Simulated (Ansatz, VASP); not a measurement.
One calculation of Ni, two programs

File INCAR:

```
ALGO = Normal
EDIFF = 1E-6
ENCUT = 520
GGA = PS
ISIF = 2
ISMEAR = -1
ISPIN = 2
LASPH = T
LCHARG = T
LELF = T
LMAXMIX = 4
LORBIT = 11
LREAL = F
LVHAR = T
LWAVE = F
MAGMOM = 1
NBANDS = 15
NELM = 150
PREC = Accurate
SIGMA = 0.08
```

KPOINTS

```
k-points
0
Gamma
  21 21 21
```

The input POSCAR:

```
Ni
1.0
   -1.2236356515      1.2236356515      1.2236356515
    1.2236356515     -1.2236356515      1.2236356515
    1.2236356515      1.2236356515     -1.2236356515
Ni
1
Direct
    0.0000000000      0.0000000000      0.0000000000
```

Input for Ansatz:

```yaml
crystal:
  lattice:
    - [-1.2236356515, 1.2236356515, 1.2236356515]
    - [1.2236356515, -1.2236356515, 1.2236356515]
    - [1.2236356515, 1.2236356515, -1.2236356515]
  atoms:
    - { symbol: Ni, position: [0.0, 0.0, 0.0], spin: 1.0 }
magnetization:
  spin_polarized: true
kpoints:
  mp_grid: { grid: [21, 21, 21] }
scf:
  occupations: { method: fermi_dirac, width: 0.08 }
hamiltonian:
  xc: pbesol
  pseudopotentials: { kind: all_electron, lapw: { basis_error: 0.001 } }
output:
  forces: true
  stress: true
  eigenvalues: true
  populations: true
```

Change from the starting cell: volume scaled by 0.7, LAPW.

Alike in both runs: task single point; functional PBEsol; k mesh 21 × 21 × 21; occupations fermi-dirac, width 0.08 eV; collinear spin.

```csv
,VASP,Ansatz
version,VASP 6.6.1,Ansatz 0.2.0
potentials or method,"VASP PAW PBE potentials, release 64 (Ni)","all-electron LAPW, scalar-relativistic"
plane-wave cutoff (eV),520,see its input
```

VASP gave:

```
pressure (GPa)           : 183.8
net moment per atom (μB) : 0.00
```

Problem. Which values does Ansatz return?

Solution. Pressure (GPa): 184.8; net moment per atom (μB): 0.00.

Ansatz ran all-electron here, so the differences hold the error of VASP's frozen core and of both bases. Ansatz warned: «seeded_moment_not_kept».

Caveats: the cell as given lies far from equilibrium; so large a pressure means that the cell lies far from this level's equilibrium, or that cutoff or potentials fall short (VASP); the potentials were made for another functional, which shifts forces and pressure (VASP).
